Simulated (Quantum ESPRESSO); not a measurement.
**NiO in Quantum ESPRESSO: the effect of functional**

The system is NiO.

```xyz
2
Lattice="0.0000 2.0859 2.0859 2.0859 0.0000 2.0859 2.0859 2.0859 0.0000" Properties=species:S:1:pos:R:3 pbc="T T T"
Ni    0.0000    0.0000    0.0000
O     2.0859    2.0859    2.0859
```

Alike in all runs:

| Property | Result |
| --- | --- |
| Program | Quantum ESPRESSO 7.5 |
| Task | phonon dispersion |
| Cutoff | 612 eV |
| Density cutoff | 4898 eV |
| k mesh | 4 × 4 × 4, shifted |
| Occupations | fermi-dirac, width 0.05 eV |
| Spin | collinear spin, ferromagnetic start |
| Starting moments | [1.0, 0.0] μB |

Each run relaxes the cell or the atoms first.

| functional | potentials or basis | relaxed volume (Å³/atom) | moment (μB) | highest phonon frequency (cm⁻¹) |
| --- | --- | --- | --- | --- |
| LDA | GBRV 1.5 LDA | ? | ? | ? |
| PBE | GBRV 1.5 PBE | 9.04 | 0.75 | 396 |
| PBEsol | GBRV 1.5 PBEsol | 8.62 | 0.75 | 420 |

**Question.** What does the run with functional LDA give?

**Answer.** Relaxed volume 8.32 Å³/atom; moment 0.38 μB; highest phonon frequency 430 cm⁻¹.

Caveats: all runs use coarse meshes; the mesh is thin for the phonons of a metal; some modes are imaginary; a cell with one magnetic atom can't hold antiferromagnetic order, which such compounds often take (some runs).
